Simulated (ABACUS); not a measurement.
# BeS (F-43m) in ABACUS: a series of runs

Aim: see how the results for BeS move with the level of theory and the settings. Levels: PBEsol, LDA. Tasks: single point.

All numbers are computed with ABACUS 3.10.1; they aren't measurements. Logs are shortened: lines on timing, memory, paths and dates and some standing lists are left out, and cuts for length are marked.

## Step 1: The crystal as given

It takes space group F-43m (No. 216, cubic). Conventional cell: a = 4.850 Å, b = 4.850 Å, c = 4.850 Å, α = 90.00°, β = 90.00°, γ = 90.00°. Around S (site symmetry -43m) lie 4 Be at 2.10 Å. Around Be (site symmetry -43m) lie 4 S at 2.10 Å.

## Step 2: Single point, PBEsol

INPUT reads:

```
INPUT_PARAMETERS
suffix              BeS
calculation         scf
basis_type          pw
pseudo_dir          ./
symmetry            1
dft_functional      pbesol
ecutwfc             89
pseudo_rcut         7
nspin               1
nbands              15
ks_solver           dav
smearing_method     fd
smearing_sigma      0.00367493
scf_thr             1e-08
scf_nmax            100
mixing_type         broyden
mixing_beta         0.7
cal_force           1
cal_stress          1
out_chg             1
kpar                4
```

STRU reads:

```
ATOMIC_SPECIES
S 32.0600 S.upf
Be 9.0122 Be.upf

LATTICE_CONSTANT
1.8897261246

LATTICE_VECTORS
0.0000000000 2.4250000000 2.4250000000
2.4250000000 0.0000000000 2.4250000000
2.4250000000 2.4250000000 0.0000000000

ATOMIC_POSITIONS
Cartesian

S
0.0
1
3.6375000000 3.6375000000 3.6375000000 1 1 1

Be
0.0
1
0.0000000000 0.0000000000 0.0000000000 1 1 1
```

KPT reads:

```
K_POINTS
0
Gamma
7 7 7 0 0 0
```

Potentials or basis: PseudoDojo NC SR 0.5 PBE standard, plane waves.

Started as:

```sh
OMP_NUM_THREADS=1 mpirun -np 4 abacus > log
```

running log:

```text
ABACUS v3.10.1

               Atomic-orbital Based Ab-initio Computation at UStc

 ------------------------------------------------------------------------------------

 READING GENERAL INFORMATION
                           global_out_dir = OUT.BeS/
                           global_in_card = INPUT
                               pseudo_dir = ./
                              orbital_dir =
                                    DSIZE = 4
                                    GSIZE = 1

 READING UNITCELL INFORMATION
                                    ntype = 2
                  lattice constant (Bohr) = 1.88973
              lattice constant (Angstrom) = 1

 READING ATOM TYPE 1
                               atom label = S
                      L=0, number of zeta = 1
                      L=1, number of zeta = 1
                      L=2, number of zeta = 1
             number of atom for this type = 1

 READING ATOM TYPE 2
                               atom label = Be
                      L=0, number of zeta = 1
                      L=1, number of zeta = 1
                      L=2, number of zeta = 1
             number of atom for this type = 1

                        TOTAL ATOM NUMBER = 2
CARTESIAN COORDINATES ( UNIT =       1.889726124600 Bohr ).
    atom                   x                   y                   z     mag                  vx                  vy                  vz
tauc_S1            3.6375000000        3.6375000000        3.6375000000  0.0000        0.0000000000        0.0000000000        0.0000000000
tauc_Be1            0.0000000000        0.0000000000        0.0000000000  0.0000        0.0000000000        0.0000000000        0.0000000000

                          Volume (Bohr^3) = 192.469
                             Volume (A^3) = 28.521

 Lattice vectors: (Cartesian coordinate: in unit of a_0)
                   +0              +2.425              +2.425
               +2.425                  +0              +2.425
               +2.425              +2.425                  +0
 Reciprocal vectors: (Cartesian coordinate: in unit of 2 pi/a_0)
            -0.206186           +0.206186           +0.206186
            +0.206186           -0.206186           +0.206186
            +0.206186           +0.206186           -0.206186
 The esolver type has been set to : ksdft_pw

                PAO radial cut off (Bohr) = 7

 Read in pseudopotential file is S.upf
                     pseudopotential type = NC
          exchange-correlation functional = PBE
                 nonlocal core correction = 1
                        valence electrons = 6
                                     lmax = 2
                           number of zeta = 2
[... 203 lines left out ...]

 number of pseudo atomic orbitals for S is 2
WARNING: norm of atomic wavefunction # 1 of atomic type S is 0.999996, renormalized
WARNING: norm of atomic wavefunction # 2 of atomic type S is 0.999693, renormalized

 number of pseudo atomic orbitals for Be is 2
WARNING: norm of atomic wavefunction # 2 of atomic type Be is 0.998117, renormalized

 -------------------------------------------
 SELF-CONSISTENT
 -------------------------------------------
                                 init_chg = atomic

 PW ALGORITHM --------------- ION=   1  ELEC=   1--------------------------------
 Notice: Threshold on eigenvalues was too large.
 hsover_error=0.1 > DRHO=0.0396732
 Origin diag ethr = 0.01
 New diag ethr = 0.000396732

 Density error is 0.0396617601405
                          Error Threshold = 0.000396732096838
----------------------------------------------------------
     Energy           Rydberg                 eV
----------------------------------------------------------
 E_KohnSham     -49.8999900831       -678.9241952734
 E_Harris       -49.5216342853       -673.7764005517
 E_Fermi        0.5146582960         7.0022853489
----------------------------------------------------------
[... 51 lines left out ...]
 Density error is 4.07401211801e-09
                          Error Threshold = 4.99706111262e-10
----------------------------------------------------------
     Energy           Rydberg                 eV
----------------------------------------------------------
 E_KohnSham     -49.9022267464       -678.9546266391
 E_KS(sigma->0) -49.9022267464       -678.9546266391
 E_Harris       -49.9023014253       -678.9556426969
 E_band         -13.4483019473       -182.9735349081
 E_one_elec     -16.1816568963       -220.1627368709
 E_Hartree      7.5144896676         102.2398770409
 E_xc           -11.0222317225       -149.9651561023
 E_Ewald        -30.2128277951       -411.0666107067
 E_entropy(-TS) -0.0000000000        -0.0000000000
 E_descf        0.0000000000         0.0000000000
 E_exx          0.0000000000         0.0000000000
 E_Fermi        0.5396014960         7.3416549950
----------------------------------------------------------

 charge density convergence is achieved
 final etot is -678.95462664 eV
 EFERMI = 7.341654995 eV

 STATE ENERGY(eV) AND OCCUPATIONS    NSPIN == 1
 1/5 kpoint (Cartesian) = 0.0000 0.0000 0.0000 (2733 pws)
       1       -92.8306     0.00583090
       2       -8.20824     0.00583090
       3        5.52275     0.00583090
       4        5.52275     0.00583090
       5        5.52275     0.00583090
       6        11.1189    9.06347e-36
       7        11.1189    9.06347e-36
       8        11.1189    9.06347e-36
       9        11.2219    1.15409e-36
      10        18.1130        0.00000
      11        18.1130        0.00000
      12        20.2392        0.00000
      13        21.8663        0.00000
      14        21.8663        0.00000
      15        21.8663        0.00000
[... 55 lines left out ...]
       3        4.29677      0.0349854
       4        4.77897      0.0349854
       5        4.77897      0.0349854
       6        10.5394    5.87327e-30
       7        12.3313    1.60000e-45
       8        12.3313    1.60000e-45
       9        12.5409    2.41918e-47
      10        15.9420    6.95760e-77
      11        18.5394        0.00000
      12        21.0019        0.00000
      13        22.7338        0.00000
      14        22.7338        0.00000
      15        23.6692        0.00000

------------------------------------------------------------------------------------------
 TOTAL-FORCE (eV/Angstrom)
------------------------------------------------------------------------------------------
                        S1         0.0000000000         0.0000000000         0.0000000000
                       Be1         0.0000000000         0.0000000000         0.0000000000
------------------------------------------------------------------------------------------

----------------------------------------------------------------
 TOTAL-STRESS (KBAR)
----------------------------------------------------------------
        -1.9479850965         0.0000000000        -0.0000000000
         0.0000000000        -1.9479850965        -0.0000000000
         0.0000000000        -0.0000000000        -1.9479850965
----------------------------------------------------------------
 TOTAL-PRESSURE: -1.947985 KBAR

 --------------------------------------------
 !FINAL_ETOT_IS -678.9546266391139397 eV
 --------------------------------------------
```

It took 2.9 s on 4 MPI ranks of Intel Xeon 6975P-C (Granite Rapids), shared host; peak memory 0.32 GiB.

Results:

```
Free energy            : -678.9546 eV
Pressure               : -0.2 GPa
Band gap on the k mesh : 3.08 eV, indirect (least direct gap 5.60 eV)
```

Caveat: the potentials were made for another functional, which shifts forces and pressure; an odd mesh through Γ misses points on the zone boundary, where band edges often lie.

## Step 3: Single point, LDA

Changes to INPUT since step 2:

```diff
@@ -6,5 +6,5 @@
 symmetry            1
-dft_functional      pbesol
-ecutwfc             89
-pseudo_rcut         7
+dft_functional      pz
+ecutwfc             40
+pseudo_rcut         10
 nspin               1
@@ -20,2 +20,3 @@
 cal_stress          1
+ecutrho             320
 out_chg             1
```

STRU reads:

```
ATOMIC_SPECIES
S 32.0600 s_lda_v1.4.uspp.F.UPF
Be 9.0122 be_lda_v1.4.uspp.F.UPF

LATTICE_CONSTANT
1.8897261246

LATTICE_VECTORS
0.0000000000 2.4250000000 2.4250000000
2.4250000000 0.0000000000 2.4250000000
2.4250000000 2.4250000000 0.0000000000

ATOMIC_POSITIONS
Direct

S
0.0
1
0.7500000000 0.7500000000 0.7500000000 1 1 1

Be
0.0
1
0.0000000000 0.0000000000 0.0000000000 1 1 1
```

KPT is that of step 2.

Potentials or basis: GBRV ultrasoft 1.5 LDA, plane waves.

Started as:

```sh
OMP_NUM_THREADS=1 mpirun -np 4 abacus > log
```

Run time: 5.7 s. Hardware: 4 MPI ranks of Intel Xeon 6975P-C (Granite Rapids), shared host; peak memory 0.6 GiB.

It converged, with:

```
Free energy            : -710.8858 eV
Pressure               : -3.3 GPa
Band gap on the k mesh : 3.05 eV, indirect (least direct gap 5.52 eV)
```

Levels at points of the mesh, in eV from the valence-band top:
```tsv
k point	band 2	band 3	band 4	band 5	band 6	band 7	band 8	band 9
(0.00, 0.00, 0.00)	-13.66	0.00	0.00	0.00	5.52	5.52	5.52	5.66
```

Caveat: an odd mesh through Γ misses points on the zone boundary, where band edges often lie.

## Step 4: The reference run

An earlier run on the cell as given: functional PBEsol; potentials or basis PseudoDojo NC SR 0.4.1 PBEsol standard; cutoff 1211 eV; density cutoff 4844 eV; basis plane waves; k mesh 9 × 9 × 9; occupations fermi-dirac, width 0.05 eV; no spin polarisation.

- Pressure: -0.6 GPa
- Band gap on the k mesh: 3.03 eV, indirect (least direct gap 5.60 eV)

## Step 5: Summary

| level | potentials or basis | k mesh | cutoff (eV) | radial cutoff of the potentials (pseudo_rcut) | gap on the mesh (eV) | pressure (GPa) |
| --- | --- | --- | --- | --- | --- | --- |
| PBEsol | PseudoDojo NC SR 0.5 PBE standard, plane waves | 7 × 7 × 7 | 1211 | 7 bohr | 3.08 | -0.2 |
| LDA | GBRV ultrasoft 1.5 LDA, plane waves | 7 × 7 × 7 | 544 | 10 bohr | 3.05 | -3.3 |
| PBEsol | PseudoDojo NC SR 0.4.1 PBEsol standard, plane waves | 9 × 9 × 9 | 1211 | 7 bohr | 3.03 | -0.6 |

Alike in all rows: task single point; no spin polarisation; cell as given; smearing fermi-dirac 0.05 eV.

Caveats: an odd mesh through Γ misses points on the zone boundary, where band edges often lie; the potentials were made for another functional, which shifts forces and pressure (some runs).

Total energies depend on the potentials used, so only differences within one code and one set of settings carry meaning.
